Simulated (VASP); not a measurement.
# CrO2 (P-3m1) in VASP: further runs

One crystal, CrO2, is run at these levels: r2SCAN+U, PBE+U; tasks: single point.

All numbers are computed with VASP 6.6.1; they aren't measurements. Logs are shortened: lines on timing, memory, paths and dates and some standing lists are left out, and cuts for length are marked.

### 1 The crystal as given

The structure is trigonal, space group P-3m1 (No. 164). Conventional cell: a = 2.780 Å, b = 2.780 Å, c = 4.485 Å, α = 90.00°, β = 90.00°, γ = 120.00°. Cr (site symmetry -3m) has 6 O at 1.96 Å as nearest neighbours. Around O (site symmetry 3m) lie 3 Cr at 1.96 Å.

Measurements of this composition are mostly on another form, of space group No. 136.

### 2 Single point, r2SCAN+U, collinear spin, ferromagnetic start

The input, INCAR:

```
SYSTEM = CrO2
PREC = Accurate
ENCUT = 520
EDIFF = 1E-7
ISMEAR = 0
SIGMA = 0.05
LREAL = .FALSE.
LASPH = .TRUE.
NELM = 100
ALGO = Normal
ISIF = 2
LWAVE = .FALSE.
LCHARG = .TRUE.
ISPIN = 2
MAGMOM = 3 0 0
LORBIT = 11
NUPDOWN = 1
LMAXMIX = 4
LDAU = .TRUE.
LDAUTYPE = 2
LDAUL = 2 -1
LDAUU = 5 0
LDAUJ = 0 0
LDAUPRINT = 1
METAGGA = R2SCAN
LMIXTAU = .TRUE.
LELF = .TRUE.
LVHAR = .TRUE.
NBANDS = 23
```

The input, KPOINTS:

```
Automatic mesh
0
G
  8 8 4
  0 0 0
```

The input, POSCAR:

```
CrO2
1.0
    2.7798784700      0.0000000000      0.0000000000
   -1.3899392400      2.4074453800      0.0000000000
    0.0000000000      0.0000000000      4.4845209400
Cr O
1 2
Direct
    0.0000000000      0.0000000000      0.0000000000
    0.3333333333      0.6666666667      0.2520000000
    0.6666666667      0.3333333333      0.7480000000
```

Potentials or basis: VASP PAW PBE potentials, release 64 (Cr_pv, O).

Command:

```bash
> cat potpaw_PBE.64/Cr_pv/POTCAR potpaw_PBE.64/O/POTCAR > POTCAR
> mpirun -np 1 vasp_std > vasp.out
```

OUTCAR:

```text
SYSTEM = CrO2
   PREC = Accurate
   ENCUT = 520
   EDIFF = 1E-7
   ISMEAR = 0
   LREAL = .FALSE.
   LASPH = .TRUE.
   NELM = 100
   ISIF = 2
   ISPIN = 2
   LORBIT = 11
   NUPDOWN = 1
   METAGGA = R2SCAN

 ion  position               nearest neighbor table
   1  0.000  0.000  0.000-   3 1.96   2 1.96   3 1.96   2 1.96   3 1.96   2 1.96
   2  0.333  0.667  0.252-   1 1.96   1 1.96   1 1.96
   3  0.667  0.333  0.748-   1 1.96   1 1.96   1 1.96

  LATTYP: Found a hexagonal cell.
 ALAT       =     2.7798784700
 C/A-ratio  =     1.6132075515

  Lattice vectors:

 A1 = (   2.7798784700,   0.0000000000,   0.0000000000)
 A2 = (  -1.3899392400,   2.4074453800,   0.0000000000)
 A3 = (   0.0000000000,   0.0000000000,   4.4845209400)

Analysis of symmetry for initial positions (statically):
=====================================================================
 Subroutine PRICEL returns:
 Original cell was already a primitive cell.

 Routine SETGRP: Setting up the symmetry group for a
 hexagonal supercell.

 Subroutine GETGRP returns: Found 12 space group operations
 (whereof 12 operations were pure point group operations)
 out of a pool of 24 trial point group operations.

The static configuration has the point symmetry D_3d.

Analysis of symmetry for dynamics (positions and initial velocities):
=====================================================================
 Subroutine PRICEL returns:
 Original cell was already a primitive cell.

 Routine SETGRP: Setting up the symmetry group for a
 hexagonal supercell.

 Subroutine GETGRP returns: Found 12 space group operations
 (whereof 12 operations were pure point group operations)
 out of a pool of 24 trial point group operations.

The dynamic configuration has the point symmetry D_3d.

Analysis of structural, dynamic, and magnetic symmetry:
=====================================================================
 Subroutine PRICEL returns:
 Original cell was already a primitive cell.

[... 177 lines left out ...]
  o =  0.2886  v =  0.0000  0.0000  0.0000  0.0000  0.0000 -0.5901  0.2779  0.0000  0.7233 -0.2267      0.0000  0.0000  0.0000  0.0000  0.0000  0.0000  0.0000  0.0000  0.0000  0.0000
  o =  0.2886  v =  0.0000  0.0000  0.0000  0.0000  0.0000 -0.2267 -0.7233 -0.0000  0.2779  0.5901      0.0000  0.0000  0.0000  0.0000  0.0000  0.0000  0.0000  0.0000  0.0000  0.0000
  o =  0.3821  v = -0.5882  0.2785 -0.0000  0.7249 -0.2260  0.0000  0.0000  0.0000  0.0000  0.0000      0.0000  0.0000  0.0000  0.0000  0.0000  0.0000  0.0000  0.0000  0.0000  0.0000
  o =  0.3821  v = -0.2260 -0.7249  0.0000  0.2785  0.5882  0.0000  0.0000  0.0000  0.0000  0.0000      0.0000  0.0000  0.0000  0.0000  0.0000  0.0000  0.0000  0.0000  0.0000  0.0000
  o =  0.5898  v =  0.0000  0.0000  0.0000  0.0000  0.0000  0.0000 -0.0000  1.0000 -0.0000  0.0000      0.0000  0.0000  0.0000  0.0000  0.0000  0.0000  0.0000  0.0000  0.0000  0.0000
  o =  0.9105  v = -0.7249 -0.2260 -0.0000 -0.5882 -0.2785  0.0000  0.0000  0.0000  0.0000  0.0000      0.0000  0.0000  0.0000  0.0000  0.0000  0.0000  0.0000  0.0000  0.0000  0.0000
  o =  0.9105  v =  0.2785 -0.5882 -0.0000  0.2260 -0.7249  0.0000  0.0000  0.0000  0.0000  0.0000      0.0000  0.0000  0.0000  0.0000  0.0000  0.0000  0.0000  0.0000  0.0000  0.0000

 number of electron      24.0000002 magnetization       0.9999997

 Free energy of the ion-electron system (eV)
  ---------------------------------------------------
  ext. energy  EPLUGINS =         0.00000000
  ---------------------------------------------------
  free energy    TOTEN  =       -27.48590179 eV

  energy without entropy =      -27.48162162  energy(sigma->0) =      -27.48376170

 E-fermi :   4.5937     XC(G=0): -12.3644

 val. band max:        4.5877654425   @ k =   0.3750   0.0000   0.5000
 cond. band min:       3.4282176948   @ k =   0.0000   0.0000   0.0000
 fundamental gap:     -1.1595477477
 Fermi energy:         3.4267800554

 spin component 1

 k-point     1 :       0.0000    0.0000    0.0000
  band No.  band energies     occupation
      1     -41.8286      1.00000
      2     -41.8286      1.00000
      3     -40.9576      1.00000
      4     -15.8325      1.00000
      5     -13.9602      1.00000
      6      -1.6541      1.00000
[... 1241 lines left out ...]
     22      23.5293      0.00000
     23      23.9940      0.00000

 [... further k-points ...]

------------------------ aborting loop because EDIFF is reached ----------------------------------------

  FORCE on cell =-STRESS in cart. coord.  units (eV):
  Direction    XX          YY          ZZ          XY          YZ          ZX
  --------------------------------------------------------------------------------------
  -------------------------------------------------------------------------------------
  Total        2.5518910      2.5518910     -4.2017279     -0.0000000      0.0000000      0.0000000
  in kB      136.2305155    136.2305161   -224.3056408     -0.0000003      0.0000000      0.0000000
  external PRESSURE =      16.0517969 kB  Pullay stress =       0.0000000 kB

 VOLUME and BASIS-vectors are now :
 -----------------------------------------------------------------------------
  energy-cutoff  :      520.00
  volume of cell :       30.01
      direct lattice vectors                 reciprocal lattice vectors
     2.779878470  0.000000000  0.000000000     0.359727956  0.207689033  0.000000000
    -1.389939240  2.407445380  0.000000000     0.000000000  0.415378064  0.000000000
     0.000000000  0.000000000  4.484520940     0.000000000  0.000000000  0.222989259

 POSITION                                       TOTAL-FORCE (eV/Angst)
 -----------------------------------------------------------------------------------
      0.00000      0.00000      0.00000         0.000000      0.000000      0.000000
     -0.00000      1.60496      1.13010        -0.000000      0.000000     -2.236114
      1.38994      0.80248      3.35442        -0.000000     -0.000000      2.236114
 -----------------------------------------------------------------------------------
    total drift:                                0.000000     -0.000000      0.000000

  FREE ENERGIE OF THE ION-ELECTRON SYSTEM (eV)
  ---------------------------------------------------
  free  energy   TOTEN  =       -27.4859017854 eV

  energy  without entropy=      -27.4816216227  energy(sigma->0) =      -27.48376170

 total charge

# of ion       s       p       d       tot
------------------------------------------
    1        0.651   6.419   3.963  11.033
    2        1.594   3.393   0.000   4.987
    3        1.594   3.393   0.000   4.987
--------------------------------------------------
tot          3.839  13.205   3.963  21.007

 magnetization (x)

# of ion       s       p       d       tot
------------------------------------------
    1        0.024   0.011   1.373   1.408
    2       -0.002  -0.182   0.000  -0.184
    3       -0.002  -0.182   0.000  -0.184
--------------------------------------------------
tot          0.021  -0.354   1.373   1.040
```

It took 4.9 min on 1 thread of Intel Xeon Platinum 8488C (Sapphire Rapids), shared host; peak memory 0.2 GiB.

What came out:

```yaml
Free_energy: -27.4859 eV
Pressure: 1.6 GPa
Largest_force: 2.236 eV/Å
Net_moment: 1.00 μB per cell
Site_moments: Cr +1.41; O -0.18 μB
Valence_electrons_inside_the_program's_atomic_spheres: Cr 11.03; O 4.99
```

Forces in eV/Å, atoms in the order of the input:
```
Cr   0.000  0.000  0.000
O    0.000  0.000 -2.236
O    0.000  0.000  2.236
```

Eigenvalues of the final occupation matrices:
| site | spin | trace | eigenvalues |
| --- | --- | --- | --- |
| site 1 d | 1 | 2.69 | 0.10 0.38 0.38 0.91 0.91 |
| site 1 d | 2 | 1.31 | 0.07 0.07 0.29 0.29 0.59 |

Caveat: the moment is held away from its start; the PAW data sets were made with another functional, which shifts forces and pressure a little; the total moment is fixed, so each spin has its own Fermi level; a cell with one magnetic atom can't hold antiferromagnetic order, which such compounds often take. The state reached can hang on the start; a lower one may exist.

### 3 Single point, PBE+U, collinear spin, ferromagnetic start

The input, INCAR:

```
SYSTEM = CrO2
  ALGO = Normal
  EDIFF = 1E-6
  ENCUT = 520
  GGA = PE
  ISIF = 2
  ISMEAR = 0
  ISPIN = 2
  LASPH = .True.
  LCHARG = .True.
  LDAU = .True.
  LDAUJ = 0 0
  LDAUL = 2 -1
  LDAUPRINT = 1
  LDAUTYPE = 2
  LDAUU = 7 0
  LELF = .True.
  LMAXMIX = 4
  LORBIT = 11
  LREAL = .False.
  LVHAR = .True.
  LWAVE = .False.
  MAGMOM = 3 0 0
  NELM = 100
  PREC = Accurate
  SIGMA = 0.05
```

The input, KPOINTS:

```
k-points
0
Gamma
  8 8 4
  0 0 0
```

POSCAR is that of step 2.

Potentials or basis: VASP PAW PBE potentials, release 64 (Cr_pv, O).

Command:

```bash
> cat potpaw_PBE.64/Cr_pv/POTCAR potpaw_PBE.64/O/POTCAR > POTCAR
> mpirun -np 1 vasp_std > vasp.out
```

Wall time 52 s (1 thread of Intel Xeon Platinum 8259CL at 2.50GHz (Skylake/Cascade Lake), shared host); peak memory 0.18 GiB.

Results (log left out):

* Free energy: -18.6321 eV
* Pressure: 17.9 GPa
* Largest force: 0.794 eV/Å
* Band gap on the k mesh: none (metal or under the smearing width)
* Net moment: 2.00 μB per cell
* Site moments: Cr +2.92; O -0.42 μB
* Valence electrons inside the program's atomic spheres: Cr 10.83; O 4.96

Forces on the atoms (eV/Å):
```
Cr   0.000  0.000  0.000
O    0.000  0.000 -0.794
O    0.000  0.000  0.794
```

Stress tensor (GPa, compression positive):
```
30.27  0.00  0.00
 0.00 30.27  0.00
 0.00  0.00 -6.95
```

Levels at points of the mesh, in eV from the Fermi level:
Spin up:
| k point | band 10 | band 11 | band 12 | band 13 | band 14 | band 15 | band 16 | band 17 |
| --- | --- | --- | --- | --- | --- | --- | --- | --- |
| (0.00, 0.00, 0.00) | -1.68 | -0.75 | 0.18 | 0.18 | 0.44 | 4.55 | 4.55 | 6.09 |
| (0.50, 0.00, 0.00) | -1.77 | -1.53 | -1.27 | -1.11 | -0.29 | 4.81 | 4.93 | 6.10 |
| (0.00, 0.00, 0.50) | -1.67 | -1.67 | 0.03 | 0.03 | 0.25 | 4.71 | 4.71 | 6.10 |
| (0.50, 0.00, 0.50) | -1.58 | -1.35 | -0.79 | -0.66 | -0.49 | 4.70 | 4.90 | 6.10 |
Spin down:
```
           k point  band 9  band 10  band 11  band 12  band 13  band 14
(0.00, 0.00, 0.00)   -0.59    -0.59    -0.40     5.76     5.76     6.02
(0.50, 0.00, 0.00)   -2.32    -2.29    -1.74     4.59     6.68     6.94
(0.00, 0.00, 0.50)   -2.41    -0.74    -0.74     5.74     5.74     6.20
(0.50, 0.00, 0.50)   -2.28    -1.42    -1.20     4.63     6.58     6.96
```

Eigenvalues of the final occupation matrices:
```tsv
site	spin	trace	eigenvalues
site 1 d	1	3.50	0.39 0.39 0.90 0.91 0.91
site 1 d	2	0.61	0.05 0.05 0.05 0.23 0.23
```

Caveat: a cell with one magnetic atom can't hold antiferromagnetic order, which such compounds often take. The state reached can hang on the start; a lower one may exist.

### 4 Single point, PBE+U, collinear spin, antiferromagnetic start

This run uses another cell than the first one: it holds 6 atoms, not 3.

The input, INCAR:

```
SYSTEM = CrO2
PREC = Accurate
ENCUT = 520
EDIFF = 1E-7
ISMEAR = 0
SIGMA = 0.05
LREAL = .False.
LASPH = .True.
NELM = 100
ALGO = Fast
ISIF = 2
LWAVE = .False.
LCHARG = .False.
ISPIN = 2
MAGMOM = 3 -3 0 0 0 0
LORBIT = 11
LMAXMIX = 4
LDAU = .True.
LDAUTYPE = 2
LDAUL = 2 -1
LDAUU = 7 0
LDAUJ = 0 0
LDAUPRINT = 1
GGA = PE
```

The input, KPOINTS:

```
Automatic mesh
0
Gamma
  8 8 2
  0 0 0
```

The input, POSCAR:

```
CrO2
1.0
    2.7798784700      0.0000000000      0.0000000000
   -1.3899392400      2.4074453800      0.0000000000
    0.0000000000      0.0000000000      8.9690418800
Cr O
2 4
Direct
    0.0000000000      0.0000000000      0.0000000000
    0.0000000000      0.0000000000      0.5000000000
    0.3333333333      0.6666666667      0.1260000000
    0.3333333333      0.6666666667      0.6260000000
    0.6666666667      0.3333333333      0.3740000000
    0.6666666667      0.3333333333      0.8740000000
```

Command:

```bash
> cat potpaw_PBE.64/Cr_pv/POTCAR potpaw_PBE.64/O/POTCAR > POTCAR
> mpirun -np 1 vasp_std > vasp.out
```

It took 3.9 min on 1 thread of Intel Xeon Platinum 8259CL at 2.50GHz (Skylake/Cascade Lake), shared host; peak memory 0.25 GiB.

It converged, with:

```yaml
Free_energy: -37.5636 eV
Pressure: 8.8 GPa
Largest_force: 1.952 eV/Å
Band_gap_on_the_k_mesh: 1.78 eV
Net_moment: 0.00 μB per cell
Site_moments: Cr +2.28, -2.28; O -0.12, +0.12 μB
Valence_electrons_inside_the_program's_atomic_spheres: Cr 10.74; O 4.99
```

Forces on the atoms (eV/Å):
```
Cr   0.000  0.000  0.000
Cr   0.000  0.000  0.000
O    0.000  0.000 -1.952
O    0.000  0.000 -1.952
O    0.000  0.000  1.952
O    0.000  0.000  1.952
```

Stress tensor (GPa, compression positive):
```
 19.71   0.00   0.00
  0.00  19.71   0.00
  0.00   0.00 -13.13
```

Levels at points of the mesh, in eV from the valence-band top:
Spin up:
| k point | band 21 | band 22 | band 23 | band 24 | band 25 | band 26 | band 27 | band 28 |
| --- | --- | --- | --- | --- | --- | --- | --- | --- |
| (0.00, 0.00, 0.00) | -0.44 | -0.20 | -0.20 | 0.00 | 2.22 | 3.50 | 3.50 | 4.28 |
| (0.50, 0.00, 0.00) | -1.77 | -1.52 | -1.18 | -0.90 | 1.78 | 2.80 | 3.34 | 3.54 |
| (0.00, 0.00, 0.50) | -0.42 | -0.42 | -0.23 | -0.23 | 2.29 | 3.50 | 3.50 | 4.36 |
| (0.50, 0.00, 0.50) | -1.41 | -1.32 | -1.29 | -1.28 | 1.78 | 2.81 | 3.35 | 3.54 |
Spin down:
| k point | band 21 | band 22 | band 23 | band 24 | band 25 | band 26 | band 27 | band 28 |
| --- | --- | --- | --- | --- | --- | --- | --- | --- |
| (0.00, 0.00, 0.00) | -0.44 | -0.20 | -0.20 | 0.00 | 2.22 | 3.50 | 3.50 | 3.73 |
| (0.50, 0.00, 0.00) | -1.77 | -1.52 | -1.18 | -0.90 | 1.78 | 2.80 | 3.34 | 3.54 |
| (0.00, 0.00, 0.50) | -0.42 | -0.42 | -0.23 | -0.23 | 2.29 | 3.50 | 3.50 | 3.80 |
| (0.50, 0.00, 0.50) | -1.41 | -1.32 | -1.29 | -1.28 | 1.78 | 2.81 | 3.35 | 3.54 |

Eigenvalues of the final occupation matrices:
```
    site  spin  trace               eigenvalues
site 1 d     1   3.08  0.15 0.49 0.49 0.97 0.97
site 1 d     2   0.85  0.07 0.07 0.09 0.31 0.31
site 2 d     1   0.85  0.07 0.07 0.09 0.31 0.31
site 2 d     2   3.08  0.15 0.49 0.49 0.97 0.97
```

Caveat: forces of over 1 eV/Å show positions far from the minimum, so gaps and moduli don't describe the material at rest. The state reached can hang on the start; a lower one may exist.

### 5 Overview

| level | spin | U | fixed moment (μB) | k mesh | supercell matrix | gap on the mesh (eV) | pressure (GPa) | moment (μB) | largest force (eV/Å) |
| --- | --- | --- | --- | --- | --- | --- | --- | --- | --- |
| r2SCAN+U | collinear, ferromagnetic start | Cr d U = 5 eV | 1 | 8 × 8 × 4 | - | - | 1.6 | 1.00 | 2.24 |
| PBE+U | collinear, ferromagnetic start | Cr d U = 7 eV | - | 8 × 8 × 4 | - | none | 17.9 | 2.00 | 0.79 |
| PBE+U | collinear, antiferromagnetic start | Cr d U = 7 eV | - | 8 × 8 × 2 | [1, 0, 0, 0, 1, 0, 0, 0, 2] | 1.78 | 8.8 | 0.00 | 1.95 |

Alike in all rows: task single point; potentials or basis VASP PAW PBE potentials, release 64 (Cr_pv, O); cell as given; cutoff (eV) 520; smearing gaussian 0.05 eV.

The pressure there spans 1.6 GPa (r2SCAN+U) to 17.9 GPa (PBE+U); a positive pressure means that this level wants a larger cell, a negative one a smaller.

Caveats: a cell with one magnetic atom can't hold antiferromagnetic order, which such compounds often take (some runs); the moment is held away from its start (some runs); the PAW data sets were made with another functional, which shifts forces and pressure a little (some runs); the total moment is fixed, so each spin has its own Fermi level (some runs); forces of over 1 eV/Å show positions far from the minimum, so gaps and moduli don't describe the material at rest (some runs).

Total energies depend on the potentials used, so only differences within one code and one set of settings carry meaning.
